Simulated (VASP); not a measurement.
The system is Se.

```
Se
1.0
     4.06467    0.00000    0.00000
    -2.03234    3.52011    0.00000
     0.00000    0.00000    5.13369
Se
3
Direct
  0.24775 0.00000 0.33333
  0.00000 0.24775 0.66667
  0.75225 0.75225 0.00000
```

- Program: VASP 6.6.1
- Task: relaxation of cell and atoms
- Functional: HSE06
- Potentials or basis: VASP PAW PBE potentials, release 64 (Se)
- Cutoff: 520 eV
- k mesh: 6 × 6 × 4
- Occupations: gaussian, width 0.03 eV
- Spin: no spin polarisation

At the start: pressure -0.3 GPa; volume 24.48 Å³/atom.

Task: Where does the relaxation end?

Result: Over 12 steps the energy falls by 80.4 meV/atom and the volume is 33.13 Å³/atom (+35.3 %); space group P3_121 (No. 152, to 0.05 Å).

Step by step:
| step | energy change (eV) | largest force (eV/Å) | pressure (GPa) | volume (Å³) |
| --- | --- | --- | --- | --- |
| 1 | 0.0000 | 0.6485 | -0.32 | 73.45 |
| 2 | -0.0485 | 0.1747 | 2.34 | 72.93 |
| 3 | -0.0503 | 0.0482 | 3.01 | 72.81 |
| 4 | -0.0841 | 0.0063 | 2.62 | 74.50 |
| 5 | -0.1513 | 0.2267 | 1.93 | 79.68 |
| 6 | -0.1530 | 0.9772 | 2.57 | 90.57 |
| 7 | -0.1978 | 0.4961 | 0.67 | 95.35 |
| 8 | -0.2046 | 0.0084 | -1.01 | 100.80 |
| 9 | -0.2068 | 0.1576 | -0.53 | 99.06 |
| 10 | -0.2184 | 0.1258 | -0.42 | 99.14 |
| 11 | -0.2390 | 0.0299 | -0.12 | 99.33 |
| 12 | -0.2412 | 0.0100 | 0.01 | 99.38 |

Final structure:
```
Se
1.0
     4.85245    0.00000    0.00000
    -2.42622    4.20234    0.00000
     0.00000    0.00000    4.87364
Se
3
Direct
  0.20088 0.00000 0.33333
  0.00000 0.20088 0.66667
  0.79912 0.79912 0.00000
```

Caveat: the volume moved by over 15 % at a fixed basis, so the end points are rough; the PAW data sets were made with another functional, which shifts forces and pressure a little; the volume moved by +35 % from the deposited cell, more than functionals usually miss.
